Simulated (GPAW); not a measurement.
Ba2TiO4:

```
CELL_PARAMETERS angstrom
3.98205 0.00000 0.00000
0.00000 3.98205 0.00000
0.00000 0.00000 8.78815
ATOMIC_POSITIONS crystal
Ba 0.00000 0.00000 0.27443
Ba 0.00000 0.00000 0.72557
Ti 0.50000 0.50000 0.50000
O 0.50000 0.00000 0.50000
O 0.50000 0.50000 0.27338
O 0.50000 0.50000 0.72662
O 0.00000 0.50000 0.50000
```

The cell comes from a database or a generator and needn't be the stable form of this composition.

Program: GPAW 26.7.0. Alike in all runs: no spin polarisation; cell as given; cutoff (eV) 800; smearing fermi-dirac 0.05 eV.

Question: Order these runs on this cell by their pressure, lowest first.
A. level PBEsol; potentials or basis PAW data sets generated in the run's folder for this functional, pw; k mesh 7 × 7 × 3
B. level r2SCAN; potentials or basis GPAW PAW data sets (gpaw-data 1.2.1), pw; k mesh 5 × 5 × 2; band path GXMGZRAZ,XR,MA; band points 100
C. level LDA; potentials or basis the program's PAW data sets (release 1.2.1) made for this functional, pw; k mesh 5 × 5 × 2; ranks 4; band path GXMGZRAZ,XR,MA; band points 100

Answer: C (-6.6 GPa), A (-3.8 GPa), B (-2.0 GPa).

Caveats: the PAW data sets were made with another functional, which shifts forces and pressure a little (some runs).

Not every run made on this cell is shown here.
